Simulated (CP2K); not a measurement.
# Ga (C2/c) in CP2K: reference runs, part 2 of 2

CP2K 2026.2. The steps go on from the part before.

## Step 3: Single point, PBE (atoms moved at random, drawn with an rms of 0.05 Å)

ga_scf.inp

```
&GLOBAL
  PROJECT ga_scf
  RUN_TYPE ENERGY_FORCE
  PRINT_LEVEL LOW
&END GLOBAL
&FORCE_EVAL
  METHOD QS
  STRESS_TENSOR ANALYTICAL
  &DFT
    BASIS_SET_FILE_NAME BASIS_MOLOPT_UZH
    POTENTIAL_FILE_NAME POTENTIAL_UZH
    &MGRID
      CUTOFF 450
      REL_CUTOFF 60
      NGRIDS 5
    &END MGRID
    &QS
      METHOD GPW
      EPS_DEFAULT 1.0E-10
    &END QS
    &KPOINTS
      SCHEME MONKHORST-PACK 10 10 8
      GAMMA_CENTERED T
      SYMMETRY T
      SYMMETRY_BACKEND SPGLIB
    &END KPOINTS
    &SCF
      SCF_GUESS ATOMIC
      EPS_SCF 1.0E-6
      MAX_SCF 100
      ADDED_MOS 10
      CHOLESKY OFF
      EPS_EIGVAL 1.0E-7
      &DIAGONALIZATION ON
        ALGORITHM STANDARD
      &END DIAGONALIZATION
      &MIXING ON
        METHOD BROYDEN_MIXING
        ALPHA 0.4
        BETA 1.5
        NBUFFER 8
      &END MIXING
      &SMEAR ON
        METHOD FERMI_DIRAC
        ELECTRONIC_TEMPERATURE [K] 580.226
      &END SMEAR
    &END SCF
    &XC
      &XC_FUNCTIONAL
        &GGA_X_PBE
        &END GGA_X_PBE
        &GGA_C_PBE
        &END GGA_C_PBE
      &END XC_FUNCTIONAL
    &END XC
    &PRINT
      &KPOINTS ON
      &END KPOINTS
      &MULLIKEN ON
      &END MULLIKEN
      &MO ON
        ENERGIES T
        OCCUPATION_NUMBERS T
        &EACH
          QS_SCF 0
        &END EACH
        ADD_LAST NUMERIC
      &END MO
      &LOWDIN ON
      &END LOWDIN
      &HIRSHFELD ON
        SHAPE_FUNCTION DENSITY
      &END HIRSHFELD
    &END PRINT
  &END DFT
  &SUBSYS
    &CELL
      A 4.2573925412 0.0000000000 0.0000000000
      B -3.3588665155 2.6159906309 0.0000000000
      C -0.0381524334 -0.1110779270 3.3299294416
      PERIODIC XYZ
    &END CELL
    &COORD
      SCALED
      Ga  0.1169910000 0.8568350000 0.7483420000
      Ga  0.8666660000 0.1324240000 0.2366280000
    &END COORD
    &KIND Ga
      BASIS_SET TZVP-MOLOPT-PBE-GTH-q13
      POTENTIAL GTH-PBE-q13
    &END KIND
    &PRINT
      &ATOMIC_COORDINATES ON
      &END ATOMIC_COORDINATES
      &CELL ON
      &END CELL
    &END PRINT
  &END SUBSYS
  &PRINT
    &FORCES ON
    &END FORCES
    &STRESS_TENSOR ON
    &END STRESS_TENSOR
  &END PRINT
&END FORCE_EVAL
```

Potentials or basis: POTENTIAL_UZH Ga GTH-PBE-q13; TZVP-MOLOPT-PBE-GTH basis.

Launch:

```
$ OMP_NUM_THREADS=1 cp2k.psmp -i ga_scf.inp -o ga_scf.out
```

ga_scf.out:

```text

 CP2K| version string:                                       CP2K version 2026.2
 CP2K| Input file name                                                ga_scf.inp

 GLOBAL| Force Environment number                                              1
 GLOBAL| Basis set file name                                    BASIS_MOLOPT_UZH
 GLOBAL| Potential file name                                       POTENTIAL_UZH
 GLOBAL| MM Potential file name                                     MM_POTENTIAL
 GLOBAL| Coordinate file name                                      __STD_INPUT__
 GLOBAL| Method name                                                        CP2K
 GLOBAL| Project name                                                     ga_scf
 GLOBAL| Run type                                                   ENERGY_FORCE
 GLOBAL| FFT library                                                       FFTW3
 GLOBAL| Diagonalization library                                       ScaLAPACK
 GLOBAL| Cholesky decomposition library                                ScaLAPACK
 GLOBAL| DGEMM library                                                      BLAS
 GLOBAL| Direct generalized diagonalization requested                          F
 GLOBAL| Matrix multiplication library                                 ScaLAPACK
 GLOBAL| Global print level                                                  LOW
 GLOBAL| Total number of message passing processes                             1
 GLOBAL| Number of threads for this process                                    1
 GLOBAL| CPU model name                                                  UNKNOWN

 CELL| Volume [angstrom^3]:                                            37.086420
 CELL| Vector a [angstrom]:       4.257     0.000     0.000   |a| =     4.257393
 CELL| Vector b [angstrom]:      -3.359     2.616     0.000   |b| =     4.257393
 CELL| Vector c [angstrom]:      -0.038    -0.111     3.330   |c| =     3.332000
 CELL| Angle (b,c), alpha [degree]:                                    90.656069
 CELL| Angle (a,c), beta  [degree]:                                    90.656069
 CELL| Angle (a,b), gamma [degree]:                                   142.087422
 CELL| Numerically orthorhombic:                                              NO
 CELL| Periodicity                                                           XYZ

 CELL_REF| Volume [angstrom^3]:                                        37.086420
 CELL_REF| Vector a [angstrom     4.257     0.000     0.000   |a| =     4.257393
 CELL_REF| Vector b [angstrom    -3.359     2.616     0.000   |b| =     4.257393
 CELL_REF| Vector c [angstrom    -0.038    -0.111     3.330   |c| =     3.332000
 CELL_REF| Angle (b,c), alpha [degree]:                                90.656069
 CELL_REF| Angle (a,c), beta  [degree]:                                90.656069
 CELL_REF| Angle (a,b), gamma [degree]:                               142.087422
[... 159 lines left out ...]
 MO|      3              -0.336754              -9.163544               2.000000
 MO|      4              -0.335470              -9.128606               2.000000
 MO|      5              -0.333363              -9.071276               2.000000
 MO|      6              -0.333157              -9.065664               2.000000
[... 395 lines left out ...]
 MO|     22               0.836630              22.765863               0.000000
 MO|     23               0.859138              23.378337               0.000000
 MO| Sum:                                                              26.002065
 MO| E(Fermi):            0.214444 a.u.          5.835323 eV

 [... the levels of further k-points ...]

 !-----------------------------------------------------------------------------!
                     Mulliken Population Analysis

 #  Atom  Element  Kind  Atomic population                           Net charge
       1     Ga       1         12.999298                              0.000702
       2     Ga       1         13.000702                             -0.000702
 # Total charge                             26.000000                 -0.000000

 !-----------------------------------------------------------------------------!

 !-----------------------------------------------------------------------------!
                           Hirshfeld Charges

  #Atom  Element  Kind  Ref Charge     Population                    Net charge
      1       Ga     1      13.000         13.000                         0.000
      2       Ga     1      13.000         13.000                        -0.000

  Total Charge                                                           -0.000
 !-----------------------------------------------------------------------------!

 LOWDIN POPULATION ANALYSIS

 #  Atom  Element  Kind  Atomic population                           Net charge
       1     Ga       1         12.999989                              0.000011
       2     Ga       1         13.000011                             -0.000011
 # Total charge                             26.000000                 -0.000000

 ENERGY| Total FORCE_EVAL ( QS ) energy [hartree]           -149.191781772257713

 FORCES| Atomic forces [hartree/bohr]
 FORCES|   Atom     x               y               z               |f|
 FORCES|      1  1.19264114E-03 -2.77982786E-04 -1.40992885E-03   1.86750279E-03
 FORCES|      2 -1.85928328E-03  5.66863862E-04  2.08489577E-03   2.85044897E-03
 FORCES| Sum    -6.66642146E-04  2.88881076E-04  6.74966916E-04
 FORCES| Total atomic force                                       9.91687635E-04

 STRESS| Analytical stress tensor [bar]
 STRESS|                        x                   y                   z
 STRESS|      x        2.81510324444E+04   6.72623522560E+02   9.92802183782E+01
 STRESS|      y        6.72623522560E+02   2.97899236948E+04   4.18344595664E+03
 STRESS|      z        9.92802183782E+01   4.18344595664E+03   1.60585925641E+04
 STRESS| 1/3 Trace                                             2.46665162345E+04
 STRESS| Determinant                                           1.29673328806E+13

 STRESS| Eigenvectors and eigenvalues of the analytical stress tensor [bar]
 STRESS|                        1                   2                   3
 STRESS| Eigenvalues   1.48838848158E+04   2.79982343994E+04   3.11174294882E+04
 STRESS|      x           0.006508879865      0.975086223224      0.221730673929
 STRESS|      y          -0.270480688671     -0.211753179203      0.939148970160
 STRESS|      z           0.962703397490     -0.066086673206      0.262363717167
```

Run time: 3.3 min. Hardware: 1 thread of Arm Neoverse V2, shared host; peak memory 0.51 GiB.

What came out:

| Item | Value |
| --- | --- |
| Free energy | -4059.7148 eV |
| Pressure | 2.5 GPa |
| Largest force | 0.147 eV/Å |
| Band gap on the k mesh | none (metal or under the smearing width) |

Forces on the atoms (eV/Å):
```
Ga   0.061 -0.014 -0.073
Ga  -0.096  0.029  0.107
```

Levels at points of the mesh, in eV from the Fermi level:
| k point | band 9 | band 10 | band 11 | band 12 | band 13 | band 14 | band 15 | band 16 | band 17 | band 18 |
| --- | --- | --- | --- | --- | --- | --- | --- | --- | --- | --- |
| (0.00, 0.00, 0.00) | -14.79 | -14.65 | -11.26 | -2.11 | -1.62 | 1.62 | 5.56 | 9.67 | 10.18 | 10.43 |
| (0.00, 0.00, 0.50) | -14.73 | -14.72 | -7.90 | -7.71 | 1.58 | 1.84 | 2.45 | 2.50 | 11.57 | 11.63 |
| (0.00, 0.50, 0.00) | -14.72 | -14.68 | -6.04 | -5.10 | -1.34 | 0.02 | 5.89 | 6.60 | 8.31 | 9.37 |
| (0.00, 0.50, 0.50) | -14.68 | -14.67 | -2.92 | -2.79 | -1.62 | -1.60 | 1.66 | 2.33 | 4.46 | 4.90 |
| (0.50, 0.00, 0.00) | -14.71 | -14.67 | -6.08 | -5.02 | -1.40 | 0.04 | 5.68 | 6.58 | 8.70 | 9.40 |
| (0.50, 0.00, 0.50) | -14.68 | -14.68 | -2.98 | -2.81 | -1.72 | -1.40 | 1.85 | 2.27 | 4.31 | 4.78 |
| (0.50, 0.50, 0.00) | -14.75 | -14.72 | -9.15 | -8.60 | 3.99 | 4.62 | 5.88 | 6.09 | 7.54 | 11.15 |
| (0.50, 0.50, 0.50) | -14.81 | -14.80 | -6.06 | -5.99 | -4.44 | -4.37 | 10.70 | 11.03 | 11.80 | 11.83 |

Caveat: the basis of atomic orbitals isn't converged, which shifts pressures, moduli and gaps.
